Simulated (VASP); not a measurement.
# Sr: nudged elastic band

Sr, defect, 15 atoms in the cell. PBE, nudged elastic band; PAW potentials Sr_sv (PBE set).

Path: a Sr atom hops into a neighbouring Sr vacancy; Moving images: 3.

## Input

INCAR.step1:
```
SYSTEM = Sr
PREC = Normal
ENCUT = 250
EDIFF = 1E-6
ISMEAR = 1
SIGMA = 0.1
LREAL = .FALSE.
LASPH = .TRUE.
NELM = 100
ALGO = Normal
LWAVE = .FALSE.
LCHARG = .FALSE.
IBRION = 2
NSW = 100
ISIF = 2
EDIFFG = -0.02
POTIM = 0.5
KPAR = 6
```

INCAR.step3:
```
SYSTEM = Sr
PREC = Normal
ENCUT = 250
EDIFF = 1E-6
ISMEAR = 1
SIGMA = 0.1
LREAL = .FALSE.
LASPH = .TRUE.
NELM = 100
ALGO = Normal
LWAVE = .FALSE.
LCHARG = .FALSE.
IBRION = 1
POTIM = 0.3
NSW = 100
EDIFFG = -0.05
SPRING = -5
IMAGES = 3
KPAR = 2
```

KPOINTS:
```
k-points
0
Gamma
  3 3 3
```

00/POSCAR:
```
Sr
1.0
   -6.0847000000      6.0847000000      6.0847000000
    6.0847000000     -6.0847000000      6.0847000000
    6.0847000000      6.0847000000     -6.0847000000
Sr
15
Direct
    0.5000000000      0.5000000000      0.0000000000
    0.5000000000      0.0000000000      0.5000000000
    0.0000000000      0.5000000000      0.5000000000
    0.5000000000      0.2500000000      0.2500000000
    0.0000000000      0.7500000000      0.2500000000
    0.0000000000      0.2500000000      0.7500000000
    0.5000000000      0.7500000000      0.7500000000
    0.2500000000      0.5000000000      0.2500000000
    0.7500000000      0.0000000000      0.2500000000
    0.7500000000      0.5000000000      0.7500000000
    0.2500000000      0.0000000000      0.7500000000
    0.2500000000      0.2500000000      0.5000000000
    0.7500000000      0.7500000000      0.5000000000
    0.7500000000      0.2500000000      0.0000000000
    0.2500000000      0.7500000000      0.0000000000
```

01/POSCAR:
```
Sr
1.0
   -6.0847000000      6.0847000000      6.0847000000
    6.0847000000     -6.0847000000      6.0847000000
    6.0847000000      6.0847000000     -6.0847000000
Sr
15
Direct
    0.5083333333      0.5041666667      0.0041666667
    0.5083333333      0.0041666667      0.5041666667
    0.0083333333      0.5041666667      0.5041666667
    0.3833333333      0.1916666667      0.1916666667
    0.0083333333      0.7541666667      0.2541666667
    0.0083333333      0.2541666667      0.7541666667
    0.5083333333      0.7541666667      0.7541666667
    0.2583333333      0.5041666667      0.2541666667
    0.7583333333      0.0041666667      0.2541666667
    0.7583333333      0.5041666667      0.7541666667
    0.2583333333      0.0041666667      0.7541666667
    0.2583333333      0.2541666667      0.5041666667
    0.7583333333      0.7541666667      0.5041666667
    0.7583333333      0.2541666667      0.0041666667
    0.2583333333      0.7541666667      0.0041666667
```

02/POSCAR:
```
Sr
1.0
   -6.0847000000      6.0847000000      6.0847000000
    6.0847000000     -6.0847000000      6.0847000000
    6.0847000000      6.0847000000     -6.0847000000
Sr
15
Direct
    0.5166666667      0.5083333333      0.0083333333
    0.5166666667      0.0083333333      0.5083333333
    0.0166666667      0.5083333333      0.5083333333
    0.2666666667      0.1333333333      0.1333333333
    0.0166666667      0.7583333333      0.2583333333
    0.0166666667      0.2583333333      0.7583333333
    0.5166666667      0.7583333333      0.7583333333
    0.2666666667      0.5083333333      0.2583333333
    0.7666666667      0.0083333333      0.2583333333
    0.7666666667      0.5083333333      0.7583333333
    0.2666666667      0.0083333333      0.7583333333
    0.2666666667      0.2583333333      0.5083333333
    0.7666666667      0.7583333333      0.5083333333
    0.7666666667      0.2583333333      0.0083333333
    0.2666666667      0.7583333333      0.0083333333
```

03/POSCAR:
```
Sr
1.0
   -6.0847000000      6.0847000000      6.0847000000
    6.0847000000     -6.0847000000      6.0847000000
    6.0847000000      6.0847000000     -6.0847000000
Sr
15
Direct
    0.5250000000      0.5125000000      0.0125000000
    0.5250000000      0.0125000000      0.5125000000
    0.0250000000      0.5125000000      0.5125000000
    0.1500000000      0.0750000000      0.0750000000
    0.0250000000      0.7625000000      0.2625000000
    0.0250000000      0.2625000000      0.7625000000
    0.5250000000      0.7625000000      0.7625000000
    0.2750000000      0.5125000000      0.2625000000
    0.7750000000      0.0125000000      0.2625000000
    0.7750000000      0.5125000000      0.7625000000
    0.2750000000      0.0125000000      0.7625000000
    0.2750000000      0.2625000000      0.5125000000
    0.7750000000      0.7625000000      0.5125000000
    0.7750000000      0.2625000000      0.0125000000
    0.2750000000      0.7625000000      0.0125000000
```

04/POSCAR:
```
Sr
1.0
   -6.0847000000      6.0847000000      6.0847000000
    6.0847000000     -6.0847000000      6.0847000000
    6.0847000000      6.0847000000     -6.0847000000
Sr
15
Direct
    0.5333333333      0.5166666667      0.0166666667
    0.5333333333      0.0166666667      0.5166666667
    0.0333333333      0.5166666667      0.5166666667
    0.0333333333      0.0166666667      0.0166666667
    0.0333333333      0.7666666667      0.2666666667
    0.0333333333      0.2666666667      0.7666666667
    0.5333333333      0.7666666667      0.7666666667
    0.2833333333      0.5166666667      0.2666666667
    0.7833333333      0.0166666667      0.2666666667
    0.7833333333      0.5166666667      0.7666666667
    0.2833333333      0.0166666667      0.7666666667
    0.2833333333      0.2666666667      0.5166666667
    0.7833333333      0.7666666667      0.5166666667
    0.7833333333      0.2666666667      0.0166666667
    0.2833333333      0.7666666667      0.0166666667
```

POSCAR.step1:
```
Sr
1.0
   -6.0847000000      6.0847000000      6.0847000000
    6.0847000000     -6.0847000000      6.0847000000
    6.0847000000      6.0847000000     -6.0847000000
Sr
15
Direct
    0.5000000000      0.5000000000      0.0000000000
    0.5000000000      0.0000000000      0.5000000000
    0.0000000000      0.5000000000      0.5000000000
    0.5000000000      0.2500000000      0.2500000000
    0.0000000000      0.7500000000      0.2500000000
    0.0000000000      0.2500000000      0.7500000000
    0.5000000000      0.7500000000      0.7500000000
    0.2500000000      0.5000000000      0.2500000000
    0.7500000000      0.0000000000      0.2500000000
    0.7500000000      0.5000000000      0.7500000000
    0.2500000000      0.0000000000      0.7500000000
    0.2500000000      0.2500000000      0.5000000000
    0.7500000000      0.7500000000      0.5000000000
    0.7500000000      0.2500000000      0.0000000000
    0.2500000000      0.7500000000      0.0000000000
```

POSCAR.step2:
```
Sr
1.0
   -6.0847000000      6.0847000000      6.0847000000
    6.0847000000     -6.0847000000      6.0847000000
    6.0847000000      6.0847000000     -6.0847000000
Sr
15
Direct
    0.5000000000      0.5000000000      0.0000000000
    0.5000000000      0.0000000000      0.5000000000
    0.0000000000      0.5000000000      0.5000000000
    0.0000000000      0.0000000000      0.0000000000
    0.0000000000      0.7500000000      0.2500000000
    0.0000000000      0.2500000000      0.7500000000
    0.5000000000      0.7500000000      0.7500000000
    0.2500000000      0.5000000000      0.2500000000
    0.7500000000      0.0000000000      0.2500000000
    0.7500000000      0.5000000000      0.7500000000
    0.2500000000      0.0000000000      0.7500000000
    0.2500000000      0.2500000000      0.5000000000
    0.7500000000      0.7500000000      0.5000000000
    0.7500000000      0.2500000000      0.0000000000
    0.2500000000      0.7500000000      0.0000000000
```

Commands (each step's output is kept before the next begins):
```
cat potpaw_PBE.64/Sr_sv/POTCAR > POTCAR
cp INCAR.step1 INCAR
cp POSCAR.step1 POSCAR
mpirun -np 6 vasp_std > vasp.out
cp POSCAR.step2 POSCAR
mpirun -np 6 vasp_std > vasp.out
# 00 and 04 hold the relaxed ends; the images between are interpolated (pair-distance (IDPP))
cp INCAR.step3 INCAR
mpirun -np 6 vasp_std > vasp.out
```

## Result

- Barrier (eV): 0.434
- Barrier of the reverse step (eV): 0.434
- Energy of the second end over the first (eV): 0.000
- Top of the path (share of its length): 0.50
- Length of the path (Å): 5.17
- Steps of the band: 19
- Ionic steps, all stages: 21
- Electronic steps, all stages: 447

Energy along the relaxed band:

| Image | Distance along the path (Å) | Energy above the first end (eV) | Slope along the path (eV/Å) | Largest force across the path (eV/Å) |
|---|---|---|---|---|
| 0 | 0.000 | 0.000 | relaxed end |  |
| 1 | 1.293 | 0.198 | 0.273 | 0.051 |
| 2 | 2.585 | 0.434 | 0.000 | 0.041 |
| 3 | 3.877 | 0.198 | -0.273 | 0.051 |
| 4 | 5.170 | 0.000 | relaxed end |  |

The cell is Sr (16 atoms) with one Sr atom missing.

The two ends have the same energy within 0.01 eV.

Limits: the cell holds 15 atoms, so the vacancy or interstitial meets its own images and the barrier isn't that of a lone defect; the atom stays on the straight, symmetric line between the sites, so the barrier is an upper bound: a way around it wasn't tried.

VASP 6.6.1 took 1657 s on 6 cores (Intel Xeon Platinum 8259CL @ 2.50GHz (Skylake/Cascade Lake)), a shared host.
